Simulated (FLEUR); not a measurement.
# Energy mapping worked by hand: free-standing square V monolayer, spacing 3.216 A

Aim: get Heisenberg couplings of free-standing square V monolayer, spacing 3.216 A from the energies of collinear orders, with pencil and paper, and test them on an order left out of the fit.

Program: FLEUR MaX-R8.1. Level of theory: PBE; all-electron FLAPW film, Dirac cores, scalar-relativistic bands. Results are calculated unless marked as measured.

### Step 1. Set-up

The cell holds 1 atom: 1 V. Its edges and angles: a = 3.216 Å, b = 3.216 Å, c = 14.000 Å, α = 90.0°, β = 90.0°, γ = 90.0°. Model lattice. Vacuum lies along c.

### Step 2. The parallel order

All energies count from this run.

inpgen writes inp.xml from crystal.txt; cutoffs, mixing, functional, smearing and local orbitals are then set in the file. The k list default-1 (kpts.xml, not shown) is a Γ-centred 8×8×1 mesh; where the ranks do not divide the number of points, some are split in two of half the weight.

inp.xml reads:

```
<?xml version="1.0" encoding="UTF-8" standalone="no"?>
<fleurInput fleurInputVersion="0.39">
   <comment>
      V
   </comment>
   <calculationSetup>
      <cutoffs Kmax="3.6" Gmax="10.8" GmaxXC="10.8" numbands="0"/>
      <scfLoop itmax="120" minDistance="0.00002" maxIterBroyd="15" imix="Anderson" alpha="0.03" precondParam="0.0" spinf="2.0" sdNocoIR="T"/>
      <coreElectrons ctail="T" frcor="F" kcrel="0" coretail_lmax="0"/>
      <xcFunctional name="pbe" relativisticCorrections="F"/>
      <magnetism jspins="2"/>
      <soc l_soc="F" theta="0.0" phi="0.0" spav="F"/>
      <expertModes spex="0" secvar="F"/>
      <geometryOptimization l_f="F" forcealpha="1.0" forcemix="BFGS" epsdisp="0.00001" epsforce="0.00001"/>
      <ldaU l_linMix="F" mixParam="0.05" spinf="1.0"/>
   </calculationSetup>
   <cell>
      <bzIntegration valenceElectrons="13.0" mode="hist" fermiSmearingEnergy="0.00110248">
         <kPointListSelection listName="default-1"/>
         <xi:include xmlns:xi="http://www.w3.org/2001/XInclude" href="kpts.xml"> </xi:include>
      </bzIntegration>
      <xi:include xmlns:xi="http://www.w3.org/2001/XInclude" href="sym.xml"> </xi:include>
      <filmLattice scale="1.0" dVac="6.4" dTilda="8.9">
         <bravaisMatrixFilm>
            <row-1>    6.0773592167136004     0.0000000000000000</row-1>
            <row-2>    0.0000000000000000     6.0773592167136004</row-2>
         </bravaisMatrixFilm>
         <vacuumEnergyParameters vacuum="1" spinUp="-.25" spinDown="-.25"/>
      </filmLattice>
   </cell>
   <atomSpecies>
      <species name="Vanadium (1.500" element="V" atomicNumber="23">
         <mtSphere radius="2.8" gridPoints="925" logIncrement="0.013"/>
         <atomicCutoffs lmax="10" lnonsphr="8"/>
         <electronConfig flipSpins="F">
            <coreConfig>(1s1/2) (2s1/2) (2p1/2) (2p3/2)</coreConfig>
            <valenceConfig>(3s1/2) (3p1/2) (3p3/2) (4s1/2) (3d3/2) (3d5/2)</valenceConfig>
            <stateOccupation state="(3d3/2)" spinUp="0.6" spinDown="0.6"/>
            <stateOccupation state="(3d5/2)" spinUp="1.65" spinDown="0.15"/>
         </electronConfig>
         <energyParameters s="4" p="4" d="3" f="4"/>
         <lo type="SCLO" l="0" n="3" eDeriv="0"/>
         <lo type="SCLO" l="1" n="3" eDeriv="0"/>
      </species>
   </atomSpecies>
   <atomGroups>
      <atomGroup species="Vanadium (1.500">
         <filmPos label="                   1">.0000000000 .0000000000 .0000000000</filmPos>
         <force calculate="T" relaxXYZ="TTT"/>
      </atomGroup>
   </atomGroups>
   <output dos="F" band="F" slice="F">
      <bandDOS minEnergy="-.5*Htr" maxEnergy="0.5*Htr" sigma="0.015" storeEVData="T"/>
      <plotting iplot="0" polar="F">
         <plot TwoD="T" vec1="  1.0  0.0  0.0" vec2="  0.0  1.0  0.0" vec3="  0.0  0.0  1.0" zero="  0.0  0.0 -0.5" file="plot"/>
      </plotting>
      <moessbauerParams electricFieldGradient="F" isomerShift="F" coreHyperfine="F" valenceHyperfine="F"/>
   </output>
</fleurInput>
```

crystal.txt reads:

```
V
&input film=T cartesian=F /
3.21600000000  0.00000000000  0.00000000000
0.00000000000  3.21600000000  0.00000000000
0.00000000000  0.00000000000  1.00000000000
1.8897261246
1.0 1.0 1.0

1
23 0.00000000000  0.00000000000  0.00000000000 : 1.500

&kpt div1=8 div2=8 div3=1 gamma=T /
```

Launch:

```bash
$ OMP_NUM_THREADS=1 inpgen -f crystal.txt > inpgen.log  # inp.xml is then edited as shown
$ OMP_NUM_THREADS=1 mpirun -n 2 fleur_MPI > fleur.log
```

Log:

```text
Welcome to FLEUR        (www.flapw.de)
      MaX-Release 8.1          (www.max-centre.eu)

 ========== k-point set info ==========
 Selected k-point list: default-1
 k-point list type: mesh
 0 x 0 x 0
 Number of k points: 16

 [... set-up left out ...]
 Iteration:     1   Distance:      16.02348819 me/bohr^3
 Iteration:     2   Distance:      15.84717139 me/bohr^3
 Iteration:     3   Distance:      14.77814335 me/bohr^3
 Iteration:     4   Distance:       6.76604205 me/bohr^3
 Iteration:     5   Distance:       5.23542771 me/bohr^3
[...]
<sumOfEigenvalues value="     -563.4947786191">
               <coreElectrons value="-548.4418893240"/>
               <valenceElectrons value="-15.0528892951"/>
            </sumOfEigenvalues>
         [... left out ...]
            <freeEnergy value="-949.1941433221"/>
            <extrapolationTo0K value="-949.1940193601"/>
         </totalEnergy>
         <densityConvergence units="me/bohr^3">
            <chargeDensity spin="1" distance="0.0000031095"/>
            <chargeDensity spin="2" distance="0.0000034517"/>
            <overallChargeDensity distance="0.0000051640"/>
            <spinDensity distance="0.0000040620"/>
         </densityConvergence>
      </iteration>
```

Wall time 31 s (2 MPI ranks of Arm Neoverse V2, shared host); peak memory 0.15 GiB.

Spin moment in the muffin-tin sphere by atom:

```
atom  spin moment in the muffin-tin sphere (μB)
  V1                                       3.28
```

Numbers from this step:

```
free energy                                                       : -25828.8885 eV
program's band gap on this mesh (in a metal only a level spacing) : 0 eV
magnetization                                                     : 3.844 μB
final state                                                       : ferromagnetic
```

After 33 cycles the largest moment stands at 3.28 μB.

### Step 3. The orders used for the fit

The other orders were run with the same settings, on meshes that hold the same points. Free energies are divided by the number of V atoms; q is in fractions of the reciprocal vectors of the first run's cell.

| order | atoms | mesh | free energy (eV) | eV per V | largest moment (μB) |
| --- | --- | --- | --- | --- | --- |
| F + | 1 | 8×8×1 | -25828.8885 | -25828.8885 | 3.28 |
| AF q=(0,1/2,0) +- | 2 | 8×4×1 | -51657.8895 | -25828.9448 | 3.22 |

### Step 4. Counting neighbours

With E = −Σ J e_i·e_j over ordered pairs of unit vectors, turning a neighbour from parallel to opposed costs 2J a V atom. So an order lies 2 Σ n J over the parallel one, n being the opposed neighbours in each shell.

```csv
shell,distance (Å),neighbours,"opposed in AF q=(0,1/2,0) +-","opposed in AF q=(1/2,1/2,0) +-"
J1,3.22,4,2,4
J2,4.55,4,4,0
```

Only J1 is kept.

### Step 5. Solving

```
2 × 2 × J1 = -56.3 meV    (AF q=(0,1/2,0) +-)
J1 = -14.08 meV
```

### Step 6. The test

The couplings now give the orders that were left out:

```
2 × 4 × (-14.08) = -112.6 meV    (AF q=(1/2,1/2,0) +-)
```

The runs themselves:

```
              order  atoms   mesh  free energy (eV)     eV per V  largest moment (μB)  over the parallel order (meV)  foretold (meV)
AF q=(1/2,1/2,0) +-      2  4×8×1       -51657.7219  -25828.8609                 3.02                          +27.5          -112.6
```

### Step 7. One more shell

One try is to add the next shell, though changing moments can also cause the miss. Both differences then fix both couplings, and no order is left for a test.

```
2 × 2 × J1 + 2 × 4 × J2 = -56.3 meV    (AF q=(0,1/2,0) +-)
2 × 4 × J1 = +27.5 meV    (AF q=(1/2,1/2,0) +-)
J1 = +3.44 meV
J2 = -8.76 meV
```

### Step 8. Outcome

| Item | Value |
| --- | --- |
| effective coupling of the reversed pairs, counted on J1 (V–V at 3.22 Å) | -14.1 meV |
| largest miss on the orders left out | 140 meV |
| J1 with two shells | 3.44 meV |
| J2 with two shells | -8.76 meV |

In words: The model misses the order left out by 140 meV, 249 % of the largest distance from the parallel order, so it fails: these couplings alone don't describe the crystal. With the next shell added the couplings are J1 = +3.44 and J2 = -8.76 meV, untested. The largest moments of the orders differ by 7.7 % of the greatest. One difference fixes one number: it sums all reversed shells and need not be the coupling of the nearest one, even in sign.

[Logs and program files are shortened in this print: banners, set-up blocks, solver, clock and traceback lines can be left out without a mark of their own.]

[Logs are printed without paths, hosts, clocks, repeated set-up lines and the standing remarks that a program may print on its own settings, such as how far it seeks lower states.]

[Hosts, paths, dates, database ids (printed as entryN), source tags and the programs' standing remarks are cut or masked in the printed files.]

[Where a cell is said to come from a database of computed structures, the database is the Materials Project.]
